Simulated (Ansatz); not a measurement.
Something may be wrong with this Ansatz 0.2.0 calculation of CsSnI3.

File input.yaml:

```yaml
crystal:
  lattice:
    - [6.2057, 0.0, 0.0]
    - [0.0, 6.2057, 0.0]
    - [0.0, 0.0, 5.957472]
  atoms:
    - { symbol: Xx, position: [0.0, 0.0, 0.0] }
    - { symbol: I, position: [0.5, 0.5, 0.0] }
    - { symbol: I, position: [0.5, 0.0, 0.5] }
    - { symbol: I, position: [0.0, 0.5, 0.5] }
    - { symbol: Sn, position: [0.5, 0.5, 0.5] }
hamiltonian:
  xc: pbe
  pseudopotentials: { kind: paw }
kpoints:
  mp_grid: { grid: [4, 4, 4] }
scf:
  occupations: { method: fermi_dirac, width: 0.05 }
  max_iter: 80
output:
  forces: true
  stress: true
  eigenvalues: true
```

Potentials or basis: Ansatz PAW.

Launch:

```console
$ ansatz run input.yaml --threads 2 --pin off --max-ram 5632MiB --backend cpu --events-out ev --progress --plain --runs-dir out
```

Output:

```text
Error: YAML parse error: error: line 7 column 17: `Xx` is not an element symbol (H … Og, case-exact)
 --> <input>:7:17
  |
5 |     - [0.0, 0.0, 5.957472]
6 |   atoms:
7 |     - { symbol: Xx, position: [0.0, 0.0, 0.0] }
  |                 ^ `Xx` is not an element symbol (H … Og, case-exact)
8 |     - { symbol: I, position: [0.5, 0.5, 0.0] }
9 |     - { symbol: I, position: [0.5, 0.0, 0.5] }
  |
```

Problem. What happened, and what is wrong with the input?

Solution. The input was rejected before any iteration. The input holds a flaw that was put in on purpose: an unknown element (crystal.atoms[0].symbol = Xx).
